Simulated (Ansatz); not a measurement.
# 5-layer 1T-IrSSe (AA) in a perpendicular field, part 2 of 3

Wanted: the out-of-plane response of the 5-layer 1T-IrSSe (AA). A positive field points along +c.

Ansatz 0.2.0; plane-wave DFT, PBE-D3(BJ), Ansatz PAW.

So far. Step 2 (Relaxing the slab): The lattice constant a goes from 3.456 to 3.586 Å.

## Step 3: Atoms held, field 0, start network

A sawtooth potential applies the field, turning back in the middle of the vacuum. With the dipole correction the typed value is the field outside the slab. The induced dipole is small, so the SCF threshold is tight.

The cell differs from the one that the last finished run ended in (c 82.442 → 40.052 Å).

The input, input.yaml:

```yaml
crystal:
  lattice:
    - [3.5860137171, 0.0, 0.0]
    - [-1.7930068585, 3.1055789773, 0.0]
    - [0.0, 0.0, 40.0524515022]
  atoms:
    - { symbol: Se, position: [0.6666666667, 0.3333333333, 0.2247053467] }
    - { symbol: Ir, position: [0.0, 0.0, 0.260090463] }
    - { symbol: S, position: [0.3333333333, 0.6666666667, 0.2879702628] }
    - { symbol: Se, position: [0.6666666667, 0.3333333333, 0.3471600973] }
    - { symbol: Ir, position: [0.0, 0.0, 0.3819707221] }
    - { symbol: S, position: [0.3333333333, 0.6666666667, 0.4102656992] }
    - { symbol: Se, position: [0.6666666667, 0.3333333333, 0.4690041312] }
    - { symbol: Ir, position: [0.0, 0.0, 0.5036637653] }
    - { symbol: S, position: [0.3333333333, 0.6666666667, 0.5319875119] }
    - { symbol: Se, position: [0.6666666667, 0.3333333333, 0.5907913511] }
    - { symbol: Ir, position: [0.0, 0.0, 0.6254937673] }
    - { symbol: S, position: [0.3333333333, 0.6666666667, 0.6537327843] }
    - { symbol: Se, position: [0.6666666667, 0.3333333333, 0.7121304214] }
    - { symbol: Ir, position: [0.0, 0.0, 0.7478380902] }
    - { symbol: S, position: [0.3333333333, 0.6666666667, 0.7752946533] }
kpoints:
  mp_grid: { grid: [18, 18, 1] }
  band_path:
    path: [[0, 0, 0], [0.5, 0, 0], [0.33333333, 0.33333333, 0], [0, 0, 0]]
    npoints: 16
hamiltonian:
  xc: pbe
  dispersion: d3bj
scf:
  occupations: { method: fermi_dirac, width: 0.02585 }
  convergence: { dr2_threshold: 1.0e-10 }
efield:
  axis: 3
  dipole_correction: true
  ramp_position: 0.97
  ramp_width: 0.06
  amplitude: 0
output:
  dos: { projected: true, e_range: [-6, 5] }
  bader: true
  write_potential: true
  write_density: true
  volumetric_format: npy
  elf: true
```

The run is started by

```bash
> ansatz run input.yaml --threads 4 --pin off --max-ram 12288MiB --backend cpu --events-out ev --progress --plain --runs-dir out
```

Numbers of over 12 decimals in the logs are rounded to 6 here.

Output:

```text
[...]
Crystal: 15 atoms, lattice volume = 446.050 Å³
Basis set: ecut = 420 eV, 8563 PW (Γ)
Bands: 117, of which v1, the nominal top of the filled ones, is band 98 counted from 1 (97 counted from 0)
Symmetry: 6 space group operations
[...]
k-points: 37 of 324 (time reversal used)
[...]
SCF iter   1: F=—  HF=-91542.777729 eV  |F-HF|=—  |Δ(HF+E_count)|=         —  Δρ=1.60e-2  dr2=8.63e1  ethr=1.77e-3  p=-0.082 e·Å  D=-3.35e-2 V/Å  ΔV_dip=1.34 eV  dr2_dipole=8.70e1  V_vac-E_F(+/−)=5.85/4.51 eV  ⟨swp⟩=7.6  Hψ=17250  notcnv=0  defer=134
efield: sawtooth ramp at fractional position 0.9700 (set: `efield.ramp_position`, or a place that a band, a saddle search or an elastic batch's reference lends), width 0.0600; the density the first Hamiltonian is built on has a dipole p = -0.082 e·Å; the dipole correction subtracts the counter field D = -3.35e-2 V/Å, which shifts the + side's vacuum level by +1.34 eV against the − side's; the planar-averaged density in the ramp window peaks in size at 1.3e-5 e/Å³
[...]
SCF iter   2: F=—  HF=-91542.332199 eV  |F-HF|=—  |Δ(HF+E_count)|=   4.46e-1  Δρ=1.14e-2  dr2=1.99e1  ethr=1.77e-3  p=0.019 e·Å  D=7.79e-3 V/Å  ΔV_dip=-0.31 eV  dr2_dipole=1.61e1  V_vac-E_F(+/−)=5.34/5.65 eV  ⟨swp⟩=1.8  Hψ=5091  notcnv=0  defer=355
[...]
SCF iter  13: F=-91542.229479 eV  HF=-91542.229479 eV  |F-HF|=5.82e-11  |Δ(HF+E_count)|=  4.37e-11  Δρ=3.58e-8  dr2=1.69e-11  ethr=1.00e-12  p=0.001 e·Å  D=4.27e-4 V/Å  ΔV_dip=-0.02 eV  dr2_dipole=9.46e-12  V_vac-E_F(+/−)=5.42/5.44 eV  ⟨swp⟩=2.7  Hψ=8328  notcnv=0
SCF 1 converged in 13 iterations: F = -91542.229479 eV  dr2 = 1.69e-11
[...]
NSCF: frozen V_eff on 49 k-points
efield: sawtooth ramp at fractional position 0.9700 (kept from the solve that this one continues, or follows in the run), width 0.0600; the density the first Hamiltonian is built on has a dipole p = 0.001 e·Å; the dipole correction subtracts the counter field D = 4.27e-4 V/Å, which shifts the + side's vacuum level by -0.02 eV against the − side's; the planar-averaged density in the ramp window peaks in size at 4.8e-6 e/Å³
[...]
SCF converged after 13 iterations
Free energy (F): -91542.229479 eV
[...]
Internal energy: -91542.207801 eV  (E = F + TS)
E sigma→0 (E₀):  -91542.218640 eV
Entropy (-TS):   -0.021678 eV (-1.445 meV/atom)
Fermi energy:    5.611413 eV
Dipole field:    D = 0.000430 V/Å  (p = 0.001059 e·Å, saw-weighted, corrected)
Work function:   Φ+ = 5.4216 eV   Φ− = 5.4388 eV
Levels:          The Fermi level and band energies are counted from a zero that moves with the ramp; work functions are not
[...]
--- Band table (eV; the first three rows and the last of 37) ---
  k-point 0: bands = [... 94 lower, 5.3142, 5.3142, 5.5715, 5.7520, 6.0861, 6.4555, 8.5117, 8.5117, ... 15 higher]
  k-point 1: bands = [... 94 lower, 5.3659, 5.5446, 5.9041, 6.0456, 6.2558, 6.4555, 8.3245, 8.4281, ... 15 higher]
  k-point 2: bands = [... 94 lower, 5.4848, 5.7435, 6.2277, 6.3442, 6.4042, 6.5109, 8.0538, 8.2018, ... 15 higher]
  k-point 36: bands = [... 94 lower, 5.1285, 5.1666, 5.2479, 5.4177, 5.5839, 5.6830, 7.3330, 7.5056, ... 15 higher]
--- Bader charges: 15 sites ---
  site symbol  charge [e]  shift [e]
     0     Se     -0.1248     0.0023
     1     Ir      0.3950     0.0088
     2      S     -0.3157     0.0065
     3     Se     -0.0624     0.0025
     4     Ir      0.3745     0.0087
     5      S     -0.3125     0.0061
     6     Se     -0.0590     0.0026
     7     Ir      0.3719     0.0087
     8      S     -0.3141     0.0061
     9     Se     -0.0577     0.0026
    10     Ir      0.3703     0.0089
    11      S     -0.3103     0.0063
    12     Se     -0.0786     0.0020
    13     Ir      0.3963     0.0087
    14      S     -0.2730     0.0067
  estimated error of the sums over rays = 6.5e-4 e
```

Elapsed: 2.5 min, on 4 threads of Arm Neoverse V2, shared host; peak memory 2.9 GiB; 10 min of CPU time.

Numbers from this step:

```yaml
energy_at_zero_smearing: -91542.2186 eV
work_function_upper_face: 5.422 eV
dipole_along_the_normal: 0.001059 e·Å
```

Running mean over a fixed 2.5 Å (it still follows the layers) of the planar mean; the ramp of the sawtooth is left out. The electron's electrostatic potential energy less the Fermi level by z:

z (Å), electron's electrostatic potential energy less the Fermi level (eV) and a bar from the least value:
```
        4       5.44 ##############################
        5       5.44 ##############################
        6       5.40 ##############################
        7       4.71 #############################
        8       1.49 ######################
        9      -3.67 ############
       10      -8.57 ##
       11      -8.61 ##
       12      -3.34 ############
       13      -1.10 #################
       14      -4.67 ##########
       15      -8.93 #
       16      -8.25 ##
       17      -2.93 #############
       18      -1.22 #################
       19      -5.49 ########
       20      -9.13 #
       21      -7.66 ###
       22      -2.48 ##############
       23      -1.32 ################
       24      -6.23 ######
       25      -9.29 
       26      -7.05 #####
       27      -2.17 ###############
       28      -1.57 ################
       29      -6.79 #####
       30      -9.38 
       31      -6.25 ######
       32       0.67 ####################
       33       4.81 #############################
       34       5.40 ##############################
       35       5.42 ##############################
       36       5.42 ##############################
```

The density of states has structure finer than the step of the table below, so its rows give means over 0.2 eV, whole bins alone (the curve runs from -6 to 1.99 eV). Peaks (eV: height): -5.48: 25.4, -5.28: 22.6, -4.84: 25.6, -1.56: 26.3, -1.48: 31.2, -1.34: 26.0, -0.32: 21.7.

Density of states against energy, zero at the Fermi level; means over each step:

| energy (eV) | density of states (states/eV a cell) |
| --- | --- |
| -5.8 | 8.34 |
| -5.6 | 10.4 |
| -5.4 | 18.7 |
| -5.2 | 17.7 |
| -5.0 | 18.4 |
| -4.8 | 19.6 |
| -4.6 | 10.9 |
| -4.4 | 4.61 |
| -4.2 | 6.89 |
| -4.0 | 9.34 |
| -3.8 | 11.6 |
| -3.6 | 15.1 |
| -3.4 | 12.7 |
| -3.2 | 13.7 |
| -3.0 | 11.4 |
| -2.8 | 11.1 |
| -2.6 | 10.9 |
| -2.4 | 10.1 |
| -2.2 | 6.97 |
| -2.0 | 6.88 |
| -1.8 | 10.7 |
| -1.6 | 17.7 |
| -1.4 | 24.8 |
| -1.2 | 15.0 |
| -1.0 | 16.9 |
| -0.8 | 12.3 |
| -0.6 | 12.1 |
| -0.4 | 16.0 |
| -0.2 | 15.1 |
| 0.0 | 9.09 |
| 0.2 | 7.17 |
| 0.4 | 4.70 |
| 0.6 | 4.66 |
| 0.8 | 3.42 |
| 1.0 | 1.04 |
| 1.2 | 0 |
| 1.4 | 0 |
| 1.6 | 1.5e-4 |
| 1.8 | 2.34 |

Projected DOS per atom over height of the atomic layer and energy from the Fermi level. Layers: Se Ir S Se Ir S Se Ir S Se Ir S Se Ir S from below.

Values in states/eV, 22 rows by 15 columns, each cell a mean:
```
0.17 0.26 0.10 0.17 0.30 0.13 0.20 0.37 0.16 0.22 0.42 0.19 0.13 0.30 0.20
0.00 0.00 0.00 0.00 0.00 0.00 0.00 0.00 0.00 0.00 0.00 0.00 0.00 0.00 0.00
0.03 0.03 0.05 0.05 0.06 0.07 0.05 0.05 0.05 0.02 0.02 0.02 0.01 0.01 0.01
0.21 0.21 0.24 0.26 0.23 0.29 0.26 0.25 0.31 0.26 0.25 0.31 0.13 0.14 0.13
0.28 0.38 0.24 0.28 0.42 0.33 0.28 0.40 0.32 0.32 0.41 0.35 0.28 0.46 0.38
0.82 1.20 0.67 0.46 0.75 0.46 0.46 0.81 0.48 0.41 0.69 0.43 0.63 1.13 0.79
0.75 1.49 0.64 0.86 1.63 0.76 0.83 1.53 0.74 0.81 1.51 0.71 0.84 1.23 0.74
0.67 1.41 0.53 0.62 1.35 0.52 0.59 1.36 0.52 0.62 1.37 0.54 0.60 0.99 0.57
0.83 2.24 0.60 0.63 1.89 0.53 0.63 1.89 0.52 0.64 1.84 0.51 0.74 1.57 0.68
0.68 2.85 0.40 0.55 3.27 0.52 0.59 3.26 0.56 0.58 3.30 0.59 0.51 3.40 0.57
0.70 1.04 0.27 0.54 1.25 0.24 0.50 1.33 0.22 0.55 1.41 0.23 0.59 1.40 0.19
0.63 0.59 0.37 0.51 0.64 0.32 0.54 0.57 0.35 0.46 0.63 0.28 0.55 0.47 0.28
0.74 1.08 0.48 0.70 0.93 0.48 0.62 0.94 0.45 0.67 0.91 0.47 0.68 0.95 0.42
0.63 1.07 0.44 0.70 1.05 0.47 0.71 1.03 0.47 0.70 1.02 0.47 0.70 1.21 0.41
0.51 0.92 0.66 0.75 1.27 0.67 0.79 1.33 0.74 0.79 1.26 0.62 0.80 1.28 0.66
1.01 1.21 0.70 0.88 1.10 0.67 0.81 1.00 0.61 0.82 1.11 0.78 0.80 1.08 0.55
0.76 0.77 0.32 0.65 0.75 0.47 0.75 0.86 0.50 0.78 0.84 0.39 0.62 0.91 0.64
0.61 0.51 0.27 0.30 0.36 0.24 0.24 0.33 0.26 0.22 0.32 0.29 0.20 0.46 0.61
0.74 1.55 1.33 0.68 1.50 1.40 0.64 1.43 1.36 0.59 1.28 1.28 0.57 1.14 1.20
0.72 1.71 1.25 0.61 1.56 1.19 0.69 1.57 1.18 0.74 1.63 1.13 0.71 1.80 1.36
0.72 1.30 1.28 0.83 1.12 1.01 0.76 1.18 1.04 0.72 1.22 1.12 0.88 1.78 1.38
0.21 0.48 0.73 0.57 0.63 0.73 0.63 0.60 0.69 0.66 0.62 0.68 0.45 0.42 0.37
```
Columns: height of the atomic layer (Å) from 9 to 31.1 (not evenly spaced); rows upwards: energy from the Fermi level (eV) from -5.96 to 1.96.

Electronic bands along the path, in eV, zero at the Fermi level:

| point | band 95 | band 96 | band 97 | band 98 | band 99 | band 100 | band 101 | band 102 |
| --- | --- | --- | --- | --- | --- | --- | --- | --- |
| Γ | -0.30 | -0.30 | -0.04 | 0.14 | 0.47 | 0.84 | 2.90 | 2.90 |
| halfway | -0.14 | -0.05 | -0.05 | 0.21 | 0.51 | 0.81 | 1.86 | 2.02 |
| M | -1.22 | -1.17 | -1.11 | -1.08 | -0.91 | -0.73 | 2.50 | 2.58 |
| halfway | -0.89 | -0.53 | -0.38 | -0.24 | -0.16 | -0.11 | 2.18 | 2.26 |
| K | -0.48 | -0.44 | -0.36 | -0.19 | -0.03 | 0.07 | 1.72 | 1.89 |
| halfway | -0.18 | 0.09 | 0.17 | 0.27 | 0.43 | 0.61 | 1.92 | 2.11 |
| Γ | -0.30 | -0.30 | -0.04 | 0.14 | 0.47 | 0.84 | 2.90 | 2.90 |

Electrostatic potential energy in the ca plane at fractional y = 0.000, with atoms of Ir within 0.2 Å of it. With pseudopotentials it is smooth inside the atoms' cores, unlike the true potential.

Ten even steps from '0' (-55 eV) to '9' (11 eV), each cell a mean:
```
99999999999999999999984000389999999620016899
99999999999999999999997423689999999853258999
99999999999999999999998888899999999988889999
99999999999999999998889999989999988899998899
99999999999999999998889999988999988899998899
99999999999999999999889999999999988899899999
99999999999999999999998656899999999876578999
99999999999999999999985101489999999730027999
99999999999999999999983000279999999610005899
```
Columns run along c (16.0 Å, from fractional 0.04 to 0.44 of the cell; values clipped at the 3rd and 97th percentile), rows up along a (3.6 Å). Atoms in or near the plane, at fractional coordinates: Ir at (0.26, 0.00), Ir at (0.38, 0.00).

ELF in the ca plane at fractional y = 0.000, with atoms of Ir within 0.2 Å of it. It is the smooth field of the valence electrons, not physical close to the nuclei.

Values, 5 rows by 16 columns, each cell a mean:
```
0.00 0.00 0.00 0.00 0.00 0.01 0.06 0.25 0.52 0.50 0.20 0.05 0.27 0.54 0.47 0.17
0.00 0.00 0.00 0.00 0.00 0.09 0.40 0.54 0.32 0.37 0.40 0.22 0.52 0.31 0.39 0.36
0.00 0.00 0.00 0.00 0.01 0.17 0.61 0.64 0.31 0.42 0.53 0.33 0.62 0.28 0.46 0.49
0.00 0.00 0.00 0.00 0.00 0.05 0.28 0.45 0.35 0.36 0.32 0.16 0.44 0.35 0.36 0.29
0.00 0.00 0.00 0.00 0.00 0.00 0.04 0.23 0.56 0.55 0.20 0.04 0.26 0.57 0.53 0.17
```
Columns run along c (16.0 Å, from fractional 0.04 to 0.44 of the cell), rows up along a (3.6 Å). Atoms in or near the plane, at fractional coordinates: Ir at (0.26, 0.00), Ir at (0.38, 0.00).

Valence density in the ca plane at fractional y = 0.000, with atoms of Ir within 0.2 Å of it. It is the smooth field of the valence electrons, not physical close to the nuclei.

Ten steps, logarithmic in the rise over the least value, from '0' (0.0 e/Å³) to '9' (8.9 e/Å³), each cell a mean:
```
00000000000000001258998531000124799963110012
00000000000000012246776421101123577643210112
00000000000000122333444332111233344433211122
00000000000000123333223332212333322333321223
00000000000000123332223332222333322333322233
00000000000000123333333332112233333333221223
00000000000000012334554321111223456543211112
00000000000000011247897521000124689853110012
00000000000000001358999631000124899973110012
```
Columns run along c (16.0 Å, from fractional 0.07 to 0.47 of the cell), rows up along a (3.6 Å). Atoms in or near the plane, at fractional coordinates: Ir at (0.26, 0.00), Ir at (0.38, 0.00).

The work function of the upper face is 5.42 eV.

## Step 4: Atoms held, field 0.05 V/Å

input.yaml: that of step 3 with these lines changed.

```diff
@@ -37,6 +37,4 @@
   ramp_width: 0.06
-  amplitude: 0
+  amplitude: 0.05
 output:
-  dos: { projected: true, e_range: [-6, 5] }
-  bader: true
   write_potential: true
@@ -44,2 +42 @@
   volumetric_format: npy
-  elf: true
```

Output:

```text
[...]
Crystal: 15 atoms, lattice volume = 446.050 Å³
Basis set: ecut = 420 eV, 8563 PW (Γ)
Bands: 117, of which v1, the nominal top of the filled ones, is band 98 counted from 1 (97 counted from 0)
Symmetry: 6 space group operations
[...]
k-points: 37 of 324 (time reversal used)
[...]
k-point 0: bands = [... 94 lower, 5.3121, 5.3121, 5.5704, 5.7508, 6.0848, 6.4542, 8.5105, 8.5105, ... 15 higher]
  k-point 1: bands = [... 94 lower, 5.3639, 5.5460, 5.9030, 6.0443, 6.2545, 6.4541, 8.3234, 8.4270, ... 15 higher]
  k-point 2: bands = [... 94 lower, 5.4828, 5.7453, 6.2264, 6.3430, 6.4028, 6.5094, 8.0528, 8.2006, ... 15 higher]
  k-point 36: bands = [... 94 lower, 5.1274, 5.1643, 5.2467, 5.4166, 5.5828, 5.6822, 7.3304, 7.5036, ... 15 higher]
[key lines of the parts left out:]
SCF converged after 13 iterations
Free energy (F): -91542.231393 eV
Fermi energy:    5.610191 eV
Dipole field:    D = 0.030627 V/Å  (p = 0.075496 e·Å, saw-weighted, corrected)
```

It took 2.1 min on 4 threads; peak memory 2.5 GiB.

The dipole is 0.0755 e·Å, 0.0744 e·Å from its value without field.

## Step 5: Atoms held, field -0.05 V/Å

input.yaml: that of step 4 with these lines changed.

```diff
@@ -37,3 +37,3 @@
   ramp_width: 0.06
-  amplitude: 0.05
+  amplitude: -0.05
 output:
```

Output:

```text
[...]
Crystal: 15 atoms, lattice volume = 446.050 Å³
Basis set: ecut = 420 eV, 8563 PW (Γ)
Bands: 117, of which v1, the nominal top of the filled ones, is band 98 counted from 1 (97 counted from 0)
Symmetry: 6 space group operations
[...]
k-points: 37 of 324 (time reversal used)
[...]
k-point 0: bands = [... 94 lower, 5.3161, 5.3161, 5.5725, 5.7530, 6.0873, 6.4567, 8.5127, 8.5127, ... 15 higher]
  k-point 1: bands = [... 94 lower, 5.3678, 5.5431, 5.9052, 6.0467, 6.2571, 6.4567, 8.3255, 8.4292, ... 15 higher]
  k-point 2: bands = [... 94 lower, 5.4866, 5.7416, 6.2288, 6.3452, 6.4055, 6.5123, 8.0547, 8.2029, ... 15 higher]
  k-point 36: bands = [... 94 lower, 5.1295, 5.1688, 5.2489, 5.4187, 5.5848, 5.6837, 7.3355, 7.5075, ... 15 higher]
[key lines of the parts left out:]
SCF converged after 13 iterations
Free energy (F): -91542.231287 eV
Fermi energy:    5.612514 eV
Dipole field:    D = -0.029767 V/Å  (p = -0.073377 e·Å, saw-weighted, corrected)
```

Elapsed: 2.1 min, on 4 threads; peak memory 2.5 GiB.

The dipole is -0.0734 e·Å, -0.0744 e·Å from its value without field.

## Step 6: Single point, field 0.1 V/Å

input.yaml: that of step 5 with these lines changed.

```diff
@@ -37,3 +37,3 @@
   ramp_width: 0.06
-  amplitude: -0.05
+  amplitude: 0.1
 output:
```

Output:

```text
[...]
Crystal: 15 atoms, lattice volume = 446.050 Å³
Basis set: ecut = 420 eV, 8563 PW (Γ)
Bands: 117, of which v1, the nominal top of the filled ones, is band 98 counted from 1 (97 counted from 0)
Symmetry: 6 space group operations
[...]
k-points: 37 of 324 (time reversal used)
[...]
k-point 0: bands = [... 94 lower, 5.3099, 5.3099, 5.5692, 5.7495, 6.0834, 6.4528, 8.5092, 8.5092, ... 15 higher]
  k-point 1: bands = [... 94 lower, 5.3617, 5.5472, 5.9017, 6.0430, 6.2530, 6.4526, 8.3221, 8.4256, ... 15 higher]
  k-point 2: bands = [... 94 lower, 5.4806, 5.7470, 6.2251, 6.3417, 6.4013, 6.5077, 8.0516, 8.1992, ... 15 higher]
  k-point 36: bands = [... 94 lower, 5.1261, 5.1618, 5.2454, 5.4154, 5.5817, 5.6812, 7.3277, 7.5014, ... 15 higher]
[key lines of the parts left out:]
SCF converged after 13 iterations
Free energy (F): -91542.237028 eV
Fermi energy:    5.608839 eV
Dipole field:    D = 0.060828 V/Å  (p = 0.149943 e·Å, saw-weighted, corrected)
```

The job ended after 2.1 min (4 threads; peak memory 2.5 GiB; 8.2 min of CPU time).

The dipole is 0.150 e·Å, 0.149 e·Å from its value without field.

## Step 7: Single point, field 0.2 V/Å

input.yaml: that of step 6 with these lines changed.

```diff
@@ -37,3 +37,3 @@
   ramp_width: 0.06
-  amplitude: 0.1
+  amplitude: 0.2
 output:
```

Output:

```text
[...]
Crystal: 15 atoms, lattice volume = 446.050 Å³
Basis set: ecut = 420 eV, 8563 PW (Γ)
Bands: 117, of which v1, the nominal top of the filled ones, is band 98 counted from 1 (97 counted from 0)
Symmetry: 6 space group operations
[...]
k-points: 37 of 324 (time reversal used)
[...]
k-point 0: bands = [... 94 lower, 5.3052, 5.3052, 5.5663, 5.7465, 6.0801, 6.4495, 8.5061, 8.5061, ... 15 higher]
  k-point 1: bands = [... 94 lower, 5.3569, 5.5493, 5.8988, 6.0398, 6.2496, 6.4492, 8.3191, 8.4226, ... 15 higher]
  k-point 2: bands = [... 94 lower, 5.4760, 5.7498, 6.2220, 6.3387, 6.3978, 6.5040, 8.0488, 8.1960, ... 15 higher]
  k-point 36: bands = [... 94 lower, 5.1232, 5.1566, 5.2425, 5.4125, 5.5790, 5.6789, 7.3218, 7.4968, ... 15 higher]
[key lines of the parts left out:]
SCF converged after 13 iterations
Free energy (F): -91542.259468 eV
Fermi energy:    5.605755 eV
Dipole field:    D = 0.121242 V/Å  (p = 0.298865 e·Å, saw-weighted, corrected)
```

It took 2.1 min on 4 threads; peak memory 2.5 GiB.

The dipole is 0.299 e·Å, 0.298 e·Å from its value without field.

## Step 8: Single point, field 0.3 V/Å

input.yaml: that of step 7 with these lines changed.

```diff
@@ -35,6 +35,8 @@
   dipole_correction: true
-  ramp_position: 0.97
-  ramp_width: 0.06
-  amplitude: 0.2
+  ramp_position: 0.967
+  ramp_width: 0.0623
+  amplitude: 0.3
 output:
+  dos: { projected: true, e_range: [-6, 5] }
+  bader: true
   write_potential: true
@@ -42 +44,2 @@
   volumetric_format: npy
+  elf: true
```

Output:

```text
[...]
Crystal: 15 atoms, lattice volume = 446.050 Å³
Basis set: ecut = 420 eV, 8563 PW (Γ)
Bands: 117, of which v1, the nominal top of the filled ones, is band 98 counted from 1 (97 counted from 0)
Symmetry: 6 space group operations
[...]
k-points: 37 of 324 (time reversal used)
[...]
1     Ir      0.3962     0.0088
     2      S     -0.3155     0.0065
     3     Se     -0.0624     0.0025
     4     Ir      0.3746     0.0086
     5      S     -0.3125     0.0061
     6     Se     -0.0590     0.0026
     7     Ir      0.3720     0.0087
[...]
11      S     -0.3104     0.0063
    12     Se     -0.0780     0.0020
    13     Ir      0.3973     0.0087
    14      S     -0.2561     0.0067
  estimated error of the sums over rays = 6.5e-4 e
[key lines of the parts left out:]
SCF converged after 13 iterations
Free energy (F): -91542.296802 eV
Fermi energy:    5.610922 eV
Dipole field:    D = 0.181675 V/Å  (p = 0.447833 e·Å, saw-weighted, corrected)
```

Elapsed: 2.6 min, on 4 threads; peak memory 2.9 GiB.

The dipole is 0.448 e·Å, 0.447 e·Å from its value without field.

(Continued in part 3 of 3.)

[Logs are printed without paths, hosts, clocks, repeated set-up lines and the standing remarks that a program may print on its own settings, such as how far it seeks lower states.]

[Hosts, paths, dates, database ids (printed as entryN), source tags and the programs' standing remarks are cut or masked in the printed files.]

[Maps of the electrostatic potential energy from Ansatz leave out the sawtooth potential of an applied field or a dipole correction, so their vacuum need not be flat; planar profiles and work functions include it.]

[The density of states shown here was stored with 400 of the rows of the run's finer table, so its peaks can read low, often by over a quarter, or be missed, and its means over a window can be off by a tenth or more.]
